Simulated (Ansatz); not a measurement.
Mechanical response of HgS (F-43m)

```xyz
2
Lattice="0.0000 2.9642 2.9642 2.9642 0.0000 2.9642 2.9642 2.9642 0.0000" Properties=species:S:1:pos:R:3 pbc="T T T"
Hg    0.0000    0.0000    0.0000
S     4.4463    4.4463    4.4463
```

Level of theory, where no other is named: r²SCAN, PAW on Ansatz 0.2.0's default frozen-core files (fitted under PBE), scalar-relativistic. k mesh 12×12×12, Fermi-Dirac smearing of 0.050 eV, cutoff 500 eV. The cell was relaxed by PAW under this functional.

The cell is cubic and carries a residual pressure of 0.00 GPa at this level. Each strain component that symmetry leaves independent is applied at ±0.005 and ±0.01, the ions relax wherever a strain frees them, and the stress (tension positive, GPa) is read. Shears are engineering strains, γ = 2ε.

```json
{"strain": "xx", "size": "-0.01", "σxx": "-0.6908", "σyy": "-0.5502", "σzz": "-0.5502", "σyz": "0.0000", "σxz": "0.0000", "σxy": "0.0000"}
{"strain": "xx", "size": "-0.005", "σxx": "-0.3418", "σyy": "-0.2692", "σzz": "-0.2692", "σyz": "0.0000", "σxz": "0.0000", "σxy": "0.0000"}
{"strain": "xx", "size": "+0.005", "σxx": "0.3435", "σyy": "0.2663", "σzz": "0.2663", "σyz": "0.0000", "σxz": "0.0000", "σxy": "0.0000"}
{"strain": "xx", "size": "+0.01", "σxx": "0.6800", "σyy": "0.5212", "σzz": "0.5212", "σyz": "0.0000", "σxz": "0.0000", "σxy": "0.0000"}
{"strain": "yz", "size": "-0.01", "σxx": "0.0054", "σyy": "0.0068", "σzz": "0.0068", "σyz": "-0.2256", "σxz": "0.0000", "σxy": "0.0000"}
{"strain": "yz", "size": "-0.005", "σxx": "0.0035", "σyy": "0.0039", "σzz": "0.0039", "σyz": "-0.1128", "σxz": "0.0000", "σxy": "0.0000"}
{"strain": "yz", "size": "+0.005", "σxx": "0.0035", "σyy": "0.0039", "σzz": "0.0039", "σyz": "0.1128", "σxz": "0.0000", "σxy": "0.0000"}
{"strain": "yz", "size": "+0.01", "σxx": "0.0054", "σyy": "0.0068", "σzz": "0.0068", "σyz": "0.2256", "σxz": "0.0000", "σxy": "0.0000"}
```

The slope is [8(σ(+δ) − σ(−δ)) − (σ(+2δ) − σ(−2δ))]/(12δ), and the program imposes the crystal's symmetry on the matrix.

Q: What are the independent elastic constants?

A: C11 = 68.5, C12 = 53.5, C44 = 22.6 GPa.

Q: Do they meet the Born conditions?

A: C11 − C12 = 15.0, C11 + 2C12 = 175.6 and C44 = 22.6 GPa must all be positive, so the crystal is elastically stable; that says nothing yet of its phonons.

Q: What moduli does a random aggregate of grains have?

A: B = (C11 + 2C12)/3 = 58.5 GPa. G_V = (C11 − C12 + 3C44)/5 = 16.5 and G_R = 5(C11 − C12)C44/(4C44 + 3(C11 − C12)) = 12.5, so G_H = 14.5 GPa. Then E = 9BG/(3B + G) = 40.2 GPa, ν = (3B − 2G)/(6B + 2G) = 0.385 and B/G = 4.03, on the ductile side of Pugh's 1.75 (a rule of thumb).

Q: With the density of 7.416 g/cm³, how fast does sound travel, and what Debye temperature follows?

A: 

| direction | slow (m/s) | middle (m/s) | fast (m/s) |
| --- | --- | --- | --- |
| [100] | 1744 | 1744 | 3040 |
| [110] | 1005 | 1744 | 3357 |
| [111] | 1299 | 1299 | 3457 |

The mean of v⁻³ over directions and branches gives v_m = 1557 m/s and θ_D = (ħ/k_B) v_m (6π²n)^(1/3) = 156 K, n being atoms per volume. Young's modulus spans 22 to 60 GPa over directions, and the universal anisotropy index is 1.61.

Q: How do the constants change if the ions are clamped to the homogeneous strain?

A: Clamped values, with the change against relaxed ions: C11 = 68.5 (+0.0), C12 = 53.5 (+0.0), C44 = 45.6 (+23.1) GPa.

Keep in mind: frozen-core PAW files fitted under PBE, their cores solved anew for the functional of the run; the gap is so small that the run used smearing, and responses move with mesh and smearing; no spin-orbit coupling on heavy atoms.
